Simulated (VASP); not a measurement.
Input of a VASP 6.6.1 run:

The input INCAR:

```
SYSTEM = ZnO
ALGO = Normal
EDIFF = 1E-7
EDIFFG = -0.01
ENCUT = 600
GGA = CA
IBRION = 2
ISIF = 4
ISMEAR = 0
LASPH = .True.
LCHARG = .False.
LREAL = .False.
LWAVE = .False.
NELM = 80
NSW = 40
PREC = Accurate
SIGMA = 0.03
```

KPOINTS

```
k-points
0
Gamma
  9 9 5
  0 0 0
```

POSCAR

```
ZnO                                     
1.0
    3.2359663943      0.0000000000      0.0000000000
   -1.6179831972      2.8024291032      0.0000000000
    0.0000000000      0.0000000000      5.2315857706
  Zn              O             
     2     2
Direct
     0.3333333332999970    0.6666666667000030    0.5003505567281650
     0.6666666667000030    0.3333333332999970    0.0003505567281650
     0.6666666667000030    0.3333333332999970    0.3786594432718360
     0.3333333332999970    0.6666666667000030    0.8786594432718360
```

Potentials or basis: VASP PAW LDA potentials, release 64 (Zn, O).

The run is started by

```bash
$ cat potpaw_LDA.64/Zn/POTCAR potpaw_LDA.64/O/POTCAR > POTCAR
$ mpirun -np 1 vasp_std > vasp.out
```

Problem. What does it give for the band gap on the k mesh?

Solution. 0.74 eV, direct.

Final structure:
```
Zn O
1.0
     3.23597    0.00000    0.00000
    -1.61798    2.80243    0.00000
     0.00000    0.00000    5.23159
Zn O
2 2
Direct
  0.33333 0.66667 0.50035
  0.66667 0.33333 0.00035
  0.66667 0.33333 0.37866
  0.33333 0.66667 0.87866
```

Caveat: the relaxation stopped at its first step, so nothing moved.
